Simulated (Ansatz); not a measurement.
AlRu:

```
Ru Al
1.0
     2.99160    0.00000    0.00000
     0.00000    2.99160    0.00000
     0.00000    0.00000    2.99160
Ru Al
1 1
Direct
  0.50000 0.50000 0.50000
  0.00000 0.00000 0.00000
```

Base run:

```yaml
Program: Ansatz 0.2.0
Functional: LDA
Potentials_or_basis: Ansatz PAW
Cutoff: 420 eV
Density_cutoff: 1680 eV
k_mesh: 9 × 9 × 9
Occupations: fermi-dirac, width 0.05 eV
Spin: no spin polarisation
```

Its results: band gap on the k mesh none (metal or under the smearing width); pressure -8.2 GPa.

Task: After a change of settings the same cell gave: band gap on the k mesh none (metal or under the smearing width); pressure -10.7 GPa. Which change was it?
A. functional from LDA to PBE
B. functional from LDA to RPBE
C. hubbard terms from none to Ru d U = 4 eV; hubbard projectors from none to ortho-atomic (the default)
D. functional from LDA to revPBE

Result: C.

Caveats: the PAW data sets come from PBE, with cores solved anew for the run's functional, which leaves a small shift of forces and pressure; U without spin polarisation on a metal has little footing (some runs); the U is typed as a test and isn't derived for this compound (some runs); the density of states is complete only up to the lowest level of the last band computed (some runs).

Not every run made on this cell is shown here.
